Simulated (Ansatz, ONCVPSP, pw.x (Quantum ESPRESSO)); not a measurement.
## Equation-of-state test of one ONCV potential (Sr (Z = 38))

strontium (Sr), optimised norm-conserving Vanderbilt (ONCV), made with ONCVPSP 4.0.1.1 (patched build) (PBE, scalar-relativistic). Core [Ar] 3d10, reference 4s2 4p6 5s2. Waves: 4s+5s: rc 2.30 bohr, ncon 4, nbas 7, qcut 4.3 1/bohr, 2 projectors; 4p: rc 2.45 bohr, ncon 4, nbas 8, qcut 6.2 1/bohr, 2 projectors, debl 3.6 Ha; d scattering state at 0.16 Ha: rc 2.55 bohr, ncon 4, nbas 7, qcut 3.2 1/bohr, 1 projector. Local part: polynomial inside 1.75 bohr (lpopt 3, dvloc0 4 Ha). Core correction: Teter function, fcfact 3, rcfact 1.65.

In the d channel the program set the typed energies aside and used 0.050 Ha.

Crystal test: diamond Sr in pw.x 7.5, no spin, 8³ k-points, Fermi–Dirac smearing 0.01 Ry, cutoffs 50/200 Ry. The lattice is a test structure that the element need not adopt, and mesh and smearing are coarse.

pw.x input:

```
&control
  calculation='scf', prefix='x', pseudo_dir='./', outdir='./tmp', tstress=.true., disk_io='none'
/
&system
  ibrav=0, nat=2, ntyp=1, ecutwfc=50, ecutrho=200, nbnd=18,
  occupations='smearing', smearing='fd', degauss=0.01
/
&electrons
  conv_thr=1e-09, mixing_beta=0.4, electron_maxstep=70
/
ATOMIC_SPECIES
Sr 1.0 Sr.UPF
CELL_PARAMETERS angstrom
  0.00000000 4.79298745 4.79298745
  4.79298745 0.00000000 4.79298745
  4.79298745 4.79298745 0.00000000
ATOMIC_POSITIONS crystal
Sr 0.0000 0.0000 0.0000
Sr 0.2500 0.2500 0.2500
K_POINTS automatic
8 8 8 0 0 0
```

```bash
pw.x < Sr.scf.in > Sr.scf.out
```

Task: How does the run end?

Result: It converges; the pressure is -0.01 GPa against -0.00 GPa from all-electron LAPW.  The log shows:

```
     c_bands:  1 eigenvalues not converged
     c_bands:  1 eigenvalues not converged
     c_bands:  1 eigenvalues not converged
     [... 1 repeated lines left out ...]
     total energy              =    -135.68976029 Ry
     estimated scf accuracy    <       0.00199437 Ry
     iteration #  2     ecut=    50.00 Ry     beta= 0.40
     total energy              =    -135.69064375 Ry
     estimated scf accuracy    <       0.00078613 Ry
     iteration #  3     ecut=    50.00 Ry     beta= 0.40
     [... 1 repeated lines left out ...]
     total energy              =    -135.69079724 Ry
     estimated scf accuracy    <       0.00001571 Ry
     iteration #  4     ecut=    50.00 Ry     beta= 0.40
     total energy              =    -135.69080863 Ry
     estimated scf accuracy    <       0.00000079 Ry
     iteration #  5     ecut=    50.00 Ry     beta= 0.40
     total energy              =    -135.69080898 Ry
     estimated scf accuracy    <       0.00000025 Ry
     iteration #  6     ecut=    50.00 Ry     beta= 0.40
     total energy              =    -135.69080906 Ry
     estimated scf accuracy    <          6.6E-09 Ry
     iteration #  7     ecut=    50.00 Ry     beta= 0.40
     total energy              =    -135.69080906 Ry
     estimated scf accuracy    <          1.3E-09 Ry
     iteration #  8     ecut=    50.00 Ry     beta= 0.40
     the Fermi energy is     1.3894 ev
!    total energy              =    -135.69080907 Ry
     estimated scf accuracy    <          4.6E-11 Ry
     smearing contrib. (-TS)   =      -0.01481616 Ry
     The total energy is F=E-TS. E is the sum of the following terms:
     one-electron contribution =     -88.68871579 Ry
     hartree contribution      =      43.43476512 Ry
     xc contribution           =     -30.94826317 Ry
     ewald contribution        =     -59.47377906 Ry
     convergence has been achieved in   8 iterations
          total   stress  (Ry/bohr**3)                   (kbar)     P=       -0.14
     Message from routine punch:
     Nothing written, as per user request (disk_io='none')
```
